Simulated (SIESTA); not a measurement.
**HfO2 under changes of volume**

One of the cells (11.152 Å³/atom); the others are scaled copies at fixed shape and fractional positions:

```
Hf O
1.0
     0.00000    2.55750    2.55750
     2.55750    0.00000    2.55750
     2.55750    2.55750    0.00000
Hf O
1 2
Cartesian
  0.0000 0.0000 0.0000
  3.8363 3.8363 3.8363
  1.2788 1.2788 1.2788
```

Measurements of this composition are mostly on another form, of space group No. 14.

```yaml
Program: SIESTA 5.4.2
Functional: PBE
Potentials_or_basis: PseudoDojo 0.4 standard (PBE files)
Basis: DZ (energy shift 0.003 Ry; two zetas on semicore shells)
Grid_cutoff: 800 Ry
Energy_shift: 0.003 Ry
k_mesh: 9 × 9 × 9
Occupations: fermi-dirac, width 0.05 eV
Spin: no spin polarisation
```

```tsv
volume (Å³/atom)	energy over the lowest point (meV/atom)	pressure (GPa)	gap on the mesh (eV)
10.483	34.99	17.4	4.00
10.706	?	?	?
10.929	3.77	5.5	3.89
11.152	0.00	0.0	3.83
11.375	3.29	-4.5	3.77
11.598	12.67	-8.9	3.70
11.821	27.83	-12.8	3.64
```

What does the run at 10.706 Å³/atom give?

Energy over the lowest point 15.22 meV/atom; pressure 11.1 GPa; gap on the mesh 3.95 eV.

Worked out: A Birch-Murnaghan fit of order 3 (a polynomial in V^(-2/3)) to the other rows has its minimum at 11.16 Å³/atom with B0 = V·E''(V) = 248 GPa and B' = 4.0. It gives 15.14 meV/atom at 10.706 Å³/atom, against the run's 15.22, and -dE/dV = 11.1 GPa, against 11.1. A straight line through the other rows of the gap, of slope -3.02 eV per unit of ln V, gives 3.95 eV, against the run's 3.95.

Energies are extrapolated to zero smearing.

Caveats: the basis has no polarisation orbitals; short orbitals over semicore shells can move pressures by several GPa; spin-orbit coupling is left out, which moves the levels of the heavy elements; an odd mesh through Γ misses points on the zone boundary, where band edges often lie; the basis of atomic orbitals isn't converged, which shifts pressures, moduli and gaps.
